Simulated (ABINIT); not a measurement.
Os:

```
Os
1.0
     0.00000    1.94500    1.94500
     1.94500    0.00000    1.94500
     1.94500    1.94500    0.00000
Os
1
Cartesian
  0.0000 0.0000 0.0000
```

This isn't the form of Os at room conditions, which is hcp.

* Program: ABINIT 10.8.3 (patched build)
* Task: relaxation of cell and atoms
* Functional: BLYP
* Dispersion: D3
* Potentials or basis: Ansatz NC PBE
* Cutoff: 1007 eV
* k mesh: 12 × 12 × 12
* Occupations: gaussian, width 0.0272 eV
* Spin: no spin polarisation

At the start: pressure -9.4 GPa; volume 14.72 Å³/atom.

Q: How do energy, volume and symmetry change on relaxing?

A: Over 3 steps the energy falls by 11.6 meV/atom and the volume is 14.34 Å³/atom (-2.6 %); space group Fm-3m (No. 225, to 0.05 Å).

The path:
| step | energy change (eV) | largest force (eV/Å) | pressure (GPa) | volume (Å³) |
| --- | --- | --- | --- | --- |
| 1 | 0.0000 | 0.0000 | -9.44 | 14.72 |
| 2 | -0.0096 | 0.0000 | 4.20 | 14.18 |
| 3 | -0.0116 | 0.0000 | -0.16 | 14.34 |

Final structure:
```yaml
crystal:
  lattice:
    - [2.72690, 0.00000, 0.00000]
    - [1.36345, 2.36156, 0.00000]
    - [1.36345, 0.78719, 2.22650]
  atoms:
    - { symbol: Os, position: [0.00000, 0.00000, 0.00000] }
```

Caveat: the log and the count of SCF iterations are those of the last ABINIT call alone; the potentials were made for another functional, which shifts forces and pressure; pairwise dispersion overbinds metals, which lowers pressure and volume.
